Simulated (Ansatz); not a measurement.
In doubt: masses and optical values from hybrid runs of this build are listed as unsure (in some of the runs), which bears on the screening that GW takes from such a start.

Consider BAs (honeycomb bilayer).

The cell holds 4 atoms: 2 B and 2 As. Cell: a = 3.372 Å, b = 3.372 Å, c = 30.500 Å, α = 90.0°, β = 90.0°, γ = 120.0°. Regions: layer 1 (BAs-hc), 2 atoms (1 B and 1 As); layer 2 (BAs-hc), 2 atoms (1 B and 1 As). Vacuum lies along c.

```xyz
4
Lattice="3.3724 0.0000 0.0000 -1.6862 2.9206 0.0000 0.0000 0.0000 30.5000" Properties=species:S:1:pos:R:3
B     0.0000    1.9471   13.4260
As    1.6862    0.9735   13.4280
B     0.0000    1.9471   17.0740
As    0.0000    0.0000   17.0720
```

The structure was relaxed with PBE-D3(BJ). The runs that relaxed it are not among those shown.

Gaps computed with Ansatz 0.2.0 without a self-energy: HSE06 0.63 eV.

Q: What gap should G0W0 on HSE06 give (6×6×1 mesh, 205 empty bands, screening to 45 eV, PAW set soft_1 files)?

About 0.64 eV: on its mesh the run moves the gap from 0.63 eV by +0.01 eV. Bands and cutoff are finite, so the gap is not at the basis limit. The miss can reach some tenths of an eV and take either sign; the mesh is an error of its own. The mesh in the plane is coarse for a sheet; gap and any exciton binding can still move on denser ones. The many-body steps are scalar-relativistic: spin-orbit coupling is not in them.

[Paths, hosts, dates, memory and timing lines, banners, echoed tables and standing remarks are left out of the program output.]

[Logs are printed without paths, hosts, clocks, repeated set-up lines and the standing remarks that a program may print on its own settings, such as how far it seeks lower states.]

[Runs of the session that timed out or met a known fault of the program may be left out.]

[Cells called generated may have been cut or substituted from an entry of the Crystallography Open Database or the Materials Project.]

[Hosts, paths, dates, database ids (printed as entryN), source tags and the programs' standing remarks are cut or masked in the printed files.]
